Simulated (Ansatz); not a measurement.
Size and volume across substitutions in Ru

The calculation used DFT PBE, scalar-relativistic, plane waves, PAW in Ansatz. (420 eV cutoff, 18×18×10 k-mesh, Gaussian smearing of 0.10 eV, no spin polarisation)

The relaxed crystal:

```
Ru
1.0
     2.72000    0.00000    0.00000
    -1.36000    2.35559    0.00000
     0.00000    0.00000    4.29677
Ru
2
Direct
  0.33333 0.66667 0.25000
  0.66667 0.33333 0.75000
```

The Ru site (2 of 2 atoms in the primitive cell) was filled with other elements, and cell and atoms were relaxed; all kept the space group, which the relaxation cannot lower (axis ratios that it leaves free still change). L is the cube root of the primitive cell's volume, r the tabulated covalent radius (Cordero; sp³ for C, low spin for Mn, Fe and Co). The settings named are the parent's; mesh and smearing follow each cell.

Spin-orbit coupling is left out, which matters for the bands and energies of heavy elements.

```
element r (Å) V (Å³/atom) L (Å) gap (eV)  ΔH_f (eV/atom)
     Fe   1.32        10.20  2.732     metal           0.078
     Os   1.44        14.28  3.056     metal           0.001
     Ru   1.46        13.77  3.020     metal           0.002
     Mo   1.54        16.12  3.183     metal           0.440
     Hf   1.75        22.53  3.559     metal          -0.001
     Zr   1.75        23.40  3.603     metal           0.000
```

Energies of formation count from the elements' standard states in the same functional (gases as molecules, bromine and mercury as crystals, carbon as graphite, phosphorus as black phosphorus), at zero temperature and without zero-point motion.

Problem. Estimate the volume per atom with Ti (r = 1.60 Å) from a straight line of L against r. How good is the estimate?

Solution. Least squares gives L = 0.247 + 1.909 r (Å), with an rms miss of 0.032 Å, so L = 3.300 Å and V = L³/2 = 17.97 Å³/atom. The calculation gives 17.39 Å³/atom: the estimate is off by +3.4 % (0.036 Å in L), more than the line's rms miss. One radius scale serves well here. Ti shares its group with Hf, Zr, so it has as many valence electrons, though the shells beneath differ.

Problem. And its gap and formation energy?

Solution. Ti is a metal, with ΔH_f = 0.000 eV/atom, within the range of this series. That is zero within the method's error.